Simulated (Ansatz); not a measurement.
## MnS in Ansatz: the effect of Hubbard term

Crystal: MnS.

```
Mn S
1.0
     0.00000    2.47346    2.47346
     2.47346    0.00000    2.47346
     2.47346    2.47346    0.00000
Mn S
1 1
Direct
  0.00000 0.00000 0.00000
  0.75000 0.75000 0.75000
```

The cell is a database's computed one.

Alike in all runs:

```yaml
Program: Ansatz 0.2.0
Task: density of states
Functional: PBEsol
Potentials_or_basis: all-electron LAPW, scalar-relativistic
Cutoff: 344 eV (chosen from the basis error)
Basis_error_allowed: 0.001 eV/atom
k_mesh: 9 × 9 × 9
Occupations: fermi-dirac, width 0.05 eV
Spin: collinear spin, ferromagnetic start
Starting_moments: "[4.0, 0.0] μB"
```

```csv
Hubbard term,pressure (GPa),moment (μB)
none,-3.0,0.24
Mn d U = 2 eV,?,?
Mn d U = 4 eV,48.7,4.47
Mn d U = 6 eV,61.9,4.88
Mn d U = 8 eV,68.0,4.97
```

**Question.** What does the run with Hubbard term Mn d U = 2 eV give?

**Answer.** Pressure 34.6 GPa; moment 3.93 μB.

Worked out: A parabola through the other rows of the pressure, of slope 12.9 GPa per eV there, gives 26.8 GPa, against the run's 34.6. A parabola through the other rows of the moment, of slope 1.02 μB per eV there, gives 2.74 μB, against the run's 3.93.

Caveats: the magnetic state may not be the lowest (some runs); a pressure of tens of GPa on the cell as given is suspect, and the run, the potentials or the cell itself is likely at fault (some runs); U is the effective U less J, on atomic orbitals that reach past the spheres (some runs); a cell with one magnetic atom can't hold antiferromagnetic order, which such compounds often take (some runs); the moment fell far below its start of 4 μB, so a state of higher moment may lie lower in energy (some runs); semilocal functionals often make such compounds metallic where correlation or magnetic order opens a gap, which also shifts bond lengths (some runs); the starting moments weren't kept (some runs).
